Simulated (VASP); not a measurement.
A run of VASP 6.6.1:

INCAR

```
SYSTEM = FeS2
ALGO = Normal
CSHIFT = 0.1
EDIFF = 1E-6
ENCUT = 420
GGA = PE
ISIF = 2
ISMEAR = 0
LASPH = .TRUE.
LCHARG = .FALSE.
LOPTICS = .TRUE.
LREAL = .FALSE.
LWAVE = .FALSE.
NBANDS = 68
NEDOS = 1000
NELM = 120
PREC = Accurate
SIGMA = 0.02
```

KPOINTS

```
k-points
0
G
  6 5 8
  0 0 0
```

Contents of POSCAR:

```
FeS2
1.0
    4.4400000000      0.0000000000      0.0000000000
    0.0000000000      5.3900000000      0.0000000000
    0.0000000000      0.0000000000      3.3700000000
Fe S
2 4
Direct
    0.0000000000      0.0000000000      0.0000000000
    0.5000000000      0.5000000000      0.5000000000
    0.2030000000      0.3750000000      0.0000000000
    0.2970000000      0.8750000000      0.5000000000
    0.7970000000      0.6250000000      0.0000000000
    0.7030000000      0.1250000000      0.5000000000
```

Potentials or basis: VASP PAW PBE potentials, release 64 (Fe, S).

Command:

```sh
$ cat potpaw_PBE.64/Fe/POTCAR potpaw_PBE.64/S/POTCAR > POTCAR
$ mpirun -np 1 vasp_std > vasp.out
```

Hardware: 1 thread of Intel(R) Xeon(R) Platinum 8488C (Sapphire Rapids), on a shared host.

Problem. Estimate the wall time of this run.

Solution. Run time: 3.3 min on 1 thread of Intel(R) Xeon(R) Platinum 8488C (Sapphire Rapids) (shared host), peak memory 0.42 GiB. Counts: scf iterations 14, k points 60.
